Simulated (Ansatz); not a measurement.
Input of an Ansatz 0.2.0 run:

input.yaml

```yaml
crystal:
  lattice:
    - [3.50219, 0.0, 0.0]
    - [0.0, 3.50219, 0.0]
    - [0.0, 0.0, 3.50219]
  atoms:
    - { symbol: Cl, position: [0.5, 0.5, 0.5] }
    - { symbol: Na, position: [0.0, 0.0, 0.0] }
hamiltonian:
  xc: revpbe
  pseudopotentials: { kind: paw }
  dispersion: d3bj
kpoints:
  mp_grid: { grid: [8, 8, 8] }
scf:
  occupations: { method: fermi_dirac, width: 0.05 }
output:
  forces: true
  stress: true
  eigenvalues: true
  write_density: true
  write_potential: true
  elf: true
  volumetric_format: npy
relax:
  f_tol: 0.01
  max_steps: 40
  cell: { stress_tol: 0.05 }
```

Potentials or basis: Ansatz PAW.

The run is started by

```console
$ ansatz run input.yaml --threads 2 --pin off --max-ram 5632MiB --backend cpu --events-out ev --progress --plain --runs-dir out
```

Question: Estimate the band gap on the k mesh.

Answer: 4.44 eV, indirect (least direct gap 4.97 eV).

Question: What does it give for the space group after relaxing (to 0.05 Å)?

Answer: Pm-3m (No. 221).

Question: Estimate the relaxed volume.

Answer: 20.29 Å³/atom.

Final structure:
```
CELL_PARAMETERS angstrom
3.43633 0.00000 0.00000
0.00000 3.43633 0.00000
0.00000 0.00000 3.43633
ATOMIC_POSITIONS crystal
Cl 0.50000 0.50000 0.50000
Na 0.00000 0.00000 0.00000
```

Caveat: the plane-wave basis is chosen anew once the cell has moved, so the energies of steps on either side of that aren't comparable; the PAW data sets come from PBE, with cores solved anew for the run's functional, which leaves a small shift of forces and pressure. A k mesh can miss the band edges.
